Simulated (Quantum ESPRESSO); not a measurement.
# Sb (Cmmm) in Quantum ESPRESSO: further runs

One crystal, Sb, is run at these levels: PBEsol; tasks: single point.

Everything below comes from runs of Quantum ESPRESSO 7.5. Logs are shortened: lines on timing, memory, paths and dates and some standing lists are left out, and cuts for length are marked.

### Step 1. The crystal as given

Symmetry: Cmmm, No. 65, orthorhombic system. The conventional cell has a = 4.380 Å, b = 4.558 Å, c = 3.160 Å, α = 90.00°, β = 90.00°, γ = 90.00°. Around Sb (site symmetry mmm) lie 6 Sb at 3.16 Å.

This isn't the form of Sb at room conditions, which is rhombohedral.

### Step 2. Single point, PBEsol, 31.54 Å³/atom

The input, pw.in:

```
&CONTROL
  calculation = 'scf'
  prefix = 'pwscf'
  outdir = './tmp'
  pseudo_dir = './pseudo'
  tprnfor = .true.
  tstress = .true.
  disk_io = 'nowf'
/
&SYSTEM
  ibrav = 0
  A = 3.16063194
  nat = 1
  ntyp = 1
  ecutwfc = 55
  ecutrho = 440
  nbnd = 13
  input_dft = 'pbesol'
  occupations = 'smearing'
  smearing = 'fd'
  degauss = 0.00367493
/
&ELECTRONS
  conv_thr = 2d-10
  electron_maxstep = 120
  mixing_beta = 0.5
/
ATOMIC_SPECIES
Sb   121.7600 sb_pbe_v1.4.uspp.F.UPF
CELL_PARAMETERS alat
   0.9998000590   -0.0199960012    0.0000000000
  -0.0199960012    0.9998000590    0.0000000000
   0.0000000000    0.0000000000    0.9998000590
ATOMIC_POSITIONS alat
Sb     0.0000000000    0.0000000000    0.0000000000
K_POINTS automatic
8 8 8 0 0 0
```

Potentials or basis: SSSP 1.3 efficiency PBE.

The run is started by

```bash
$ OMP_NUM_THREADS=1 pw.x -in pw.in > pw.out
```

pw.out:

```text
This program is part of the open-source Quantum ESPRESSO suite
     for quantum simulation of materials; please cite
         "P. Giannozzi et al., J. Phys.:Condens. Matter 21 395502 (2009);
         "P. Giannozzi et al., J. Phys.:Condens. Matter 29 465901 (2017);
         "P. Giannozzi et al., J. Chem. Phys. 152 154105 (2020);
     in publications or presentations arising from this work. More details at

     IMPORTANT: XC functional enforced from input :
     Exchange-correlation= PBESOL
                           (   1   4  10   8   0   0   0)
     Any further DFT definition will be discarded
     Please, verify this is what you really want

     Message from routine setup:
     using ibrav=0 with symmetry is DISCOURAGED, use correct ibrav instead

     G-vector sticks info
     --------------------
     sticks:   dense  smooth     PW     G-vecs:    dense   smooth      PW
     Sum        1239     623    189                33129    11675    2075

     Using Slab Decomposition

     bravais-lattice index     =            0
     lattice parameter (alat)  =       5.9727  a.u.
     unit-cell volume          =     212.8551 (a.u.)^3
     number of atoms/cell      =            1
     number of atomic types    =            1
     number of electrons       =        15.00
     number of Kohn-Sham states=           13
     kinetic-energy cutoff     =      55.0000  Ry
     charge density cutoff     =     440.0000  Ry
     scf convergence threshold =      2.0E-10
     mixing beta               =       0.5000
     number of iterations used =            8  plain     mixing
     Exchange-correlation= PBESOL
                           (   1   4  10   8   0   0   0)

     celldm(1)=   5.972729  celldm(2)=   0.000000  celldm(3)=   0.000000
     celldm(4)=   0.000000  celldm(5)=   0.000000  celldm(6)=   0.000000

     crystal axes: (cart. coord. in units of alat)
               a(1) = (   0.999800  -0.019996   0.000000 )
               a(2) = (  -0.019996   0.999800   0.000000 )
               a(3) = (   0.000000   0.000000   0.999800 )

     reciprocal axes: (cart. coord. in units 2 pi/alat)
               b(1) = (  1.000600  0.020012 -0.000000 )
               b(2) = (  0.020012  1.000600 -0.000000 )
               b(3) = ( -0.000000 -0.000000  1.000200 )

     PseudoPot. # 1 for Sb read from file:
     sb_pbe_v1.4.uspp.F.UPF
     Pseudo is Ultrasoft + core correction, Zval = 15.0
     Generated by new atomic code, or converted to UPF format
     Using radial grid of  891 points,  6 beta functions with:
                l(1) =   0
                l(2) =   0
                l(3) =   1
                l(4) =   1
                l(5) =   2
                l(6) =   2
     Q(r) pseudized with  8 coefficients,  rinner =    1.350   1.350   1.350
                                                       1.350   1.350

     atomic species   valence    mass     pseudopotential
     Sb               15.00   121.76000     Sb( 1.00)

      8 Sym. Ops., with inversion, found

   Cartesian axes

     site n.     atom                  positions (alat units)
         1        Sb     tau(   1) = (   0.0000000   0.0000000   0.0000000  )

     number of k points=   105  Fermi-Dirac smearing, width (Ry)=  0.0037

     Number of k-points >= 100: set verbosity='high' to print them.

     Dense  grid:    33129 G-vectors     FFT dimensions: (  40,  40,  40)

     Smooth grid:    11675 G-vectors     FFT dimensions: (  30,  30,  30)

     Initial potential from superposition of free atoms

     starting charge      14.0000, renormalised to      15.0000
     Starting wfcs are    9 randomized atomic wfcs +    4 random wfcs

     Self-consistent Calculation

     iteration #  1     ecut=    55.00 Ry     beta= 0.50
     Davidson diagonalization with overlap
     ethr =  1.00E-02,  avg # of iterations =  6.2

     total energy              =    -184.32982237 Ry
     estimated scf accuracy    <       1.09118510 Ry

     iteration #  2     ecut=    55.00 Ry     beta= 0.50
     Davidson diagonalization with overlap
     ethr =  7.27E-03,  avg # of iterations =  2.0

     total energy              =    -184.55607155 Ry
     estimated scf accuracy    <       0.00933471 Ry

     iteration #  3     ecut=    55.00 Ry     beta= 0.50
     Davidson diagonalization with overlap
     ethr =  6.22E-05,  avg # of iterations =  3.6

     total energy              =    -184.55669494 Ry
     estimated scf accuracy    <       0.00119855 Ry

     iteration #  4     ecut=    55.00 Ry     beta= 0.50
     Davidson diagonalization with overlap
     ethr =  7.99E-06,  avg # of iterations =  2.3

     total energy              =    -184.55678392 Ry
     estimated scf accuracy    <       0.00001767 Ry

     iteration #  5     ecut=    55.00 Ry     beta= 0.50
     Davidson diagonalization with overlap
     c_bands:  2 eigenvalues not converged
     ethr =  1.18E-07,  avg # of iterations =  3.1

     total energy              =    -184.55678920 Ry
     estimated scf accuracy    <       0.00000151 Ry

     iteration #  6     ecut=    55.00 Ry     beta= 0.50
     Davidson diagonalization with overlap
     ethr =  1.01E-08,  avg # of iterations =  2.2

     total energy              =    -184.55678950 Ry
     estimated scf accuracy    <       0.00000002 Ry

     iteration #  7     ecut=    55.00 Ry     beta= 0.50
     Davidson diagonalization with overlap
     ethr =  1.48E-10,  avg # of iterations =  2.2

     total energy              =    -184.55678951 Ry
     estimated scf accuracy    <          7.0E-09 Ry

     iteration #  8     ecut=    55.00 Ry     beta= 0.50
     Davidson diagonalization with overlap
     ethr =  4.66E-11,  avg # of iterations =  2.0

     total energy              =    -184.55678951 Ry
     estimated scf accuracy    <          8.1E-10 Ry

     iteration #  9     ecut=    55.00 Ry     beta= 0.50
     Davidson diagonalization with overlap
     ethr =  5.37E-12,  avg # of iterations =  2.0

     End of self-consistent calculation

     Number of k-points >= 100: set verbosity='high' to print the bands.

     the Fermi energy is     9.0848 ev

!    total energy              =    -184.55678951 Ry
     estimated scf accuracy    <          9.4E-12 Ry
     smearing contrib. (-TS)   =      -0.00039863 Ry
     internal energy E=F+TS    =    -184.55639089 Ry

     The total energy is F=E-TS. E is the sum of the following terms:
     one-electron contribution =     -83.90681913 Ry
     hartree contribution      =      49.87259776 Ry
     xc contribution           =     -43.59216039 Ry
     ewald contribution        =    -106.93000912 Ry

     convergence has been achieved in   9 iterations

     Forces acting on atoms (cartesian axes, Ry/au):

     atom    1 type  1   force =     0.00000000    0.00000000    0.00000000

     Total force =     0.000000     Total SCF correction =     0.000000

     Computing stress (Cartesian axis) and pressure

          total   stress  (Ry/bohr**3)                   (kbar)     P=      -46.34
  -0.00032250   0.00001207   0.00000000          -47.44        1.78        0.00
   0.00001207  -0.00032250   0.00000000            1.78      -47.44        0.00
   0.00000000   0.00000000  -0.00030004            0.00        0.00      -44.14

=------------------------------------------------------------------------------=
   JOB DONE.
=------------------------------------------------------------------------------=
```

It took 23 s on 1 thread of Arm Neoverse V2, shared host; peak memory 0.17 GiB.

What came out:

* Free energy: -2511.0230 eV
* Pressure: -4.6 GPa
* Band gap on the k mesh: none (metal or under the smearing width)

Caveat: the potentials were made for another functional, which shifts forces and pressure.

### Step 3. Single point, PBEsol, 31.55 Å³/atom

Edit pw.in of step 2 so:

```diff
@@ -11,3 +11,3 @@
   ibrav = 0
-  A = 3.16063194
+  A = 3.160158
   nat = 1
@@ -30,5 +30,5 @@
 CELL_PARAMETERS alat
-   0.9998000590   -0.0199960012    0.0000000000
-  -0.0199960012    0.9998000590    0.0000000000
-   0.0000000000    0.0000000000    0.9998000590
+   0.9999500025   -0.0099995000    0.0000000000
+  -0.0099995000    0.9999500025    0.0000000000
+   0.0000000000    0.0000000000    0.9999500025
 ATOMIC_POSITIONS alat
```

Potentials or basis: SSSP 1.3 efficiency PBE.

The run is started by

```bash
$ OMP_NUM_THREADS=1 pw.x -in pw.in > pw.out
```

Run time: 22 s. Hardware: 1 thread of Arm Neoverse V2, shared host; peak memory 0.17 GiB.

The run converged. Its results:

| Quantity | Value |
| --- | --- |
| Free energy | -2511.0229 eV |
| Pressure | -4.6 GPa |
| Band gap on the k mesh | none (metal or under the smearing width) |

Caveat: the potentials were made for another functional, which shifts forces and pressure.
